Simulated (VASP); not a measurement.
**SnSe2: single point with HSE06**

The system is SnSe2.

```xyz
3
Lattice="3.8110 0.0000 0.0000 -1.9055 3.3004 0.0000 0.0000 0.0000 6.1360" Properties=species:S:1:pos:R:3 pbc="T T T"
Sn    0.0000    0.0000    0.0000
Se    1.9055    1.1001    4.6081
Se    0.0000    2.2003    1.5279
```

* Program: VASP 6.6.1
* Task: single point
* Functional: HSE06
* Potentials or basis: VASP PAW PBE potentials, release 64 (Sn_d, Se)
* Cutoff: 520 eV
* k mesh: 4 × 4 × 2
* Occupations: gaussian, width 0.02 eV
* Spin: no spin polarisation

- Pressure: 2.9 GPa
- Largest force: 0.286 eV/Å
- Band gap on the k mesh: 1.61 eV, indirect (least direct gap 1.95 eV)

Forces in eV/Å, atoms in the order of the input:
```
Sn   0.000  0.000  0.000
Se   0.000  0.000 -0.286
Se   0.000  0.000  0.286
```

Stress tensor (GPa, compression positive):
```
2.78 0.00 0.00
0.00 2.78 0.00
0.00 0.00 3.07
```

Levels at points of the mesh, in eV from the valence-band top:
```tsv
k point	band 9	band 10	band 11	band 12	band 13	band 14	band 15	band 16	band 17
(0.00, 0.00, 0.00)	-0.73	-0.73	-0.37	-0.37	0.00	1.95	3.84	5.65	5.65
(0.50, 0.00, 0.00)	-4.84	-3.15	-2.89	-1.20	-0.28	1.87	4.73	6.35	6.54
(0.00, 0.00, 0.50)	-2.21	-0.83	-0.83	-0.21	-0.21	3.33	3.83	5.35	5.35
(0.50, 0.00, 0.50)	-5.33	-2.71	-2.12	-0.87	-0.70	1.61	5.19	5.81	6.75
```

It took 3.1 min on 1 thread of Intel(R) Xeon(R) Platinum 8375C CPU @ 2.90GHz (Ice Lake), on a shared host, peak memory 0.29 GiB.

Caveat: the k mesh is coarse (spacing up to 0.51 Å⁻¹), so the values aren't converged, least of all with exact exchange; the PAW data sets were made with another functional, which shifts forces and pressure a little; spin-orbit coupling is left out, which moves the levels of the heavy elements; this functional lacks dispersion, which binds the layers, so the pressure and a relaxed spacing across them are unreliable. A k mesh can miss the band edges.
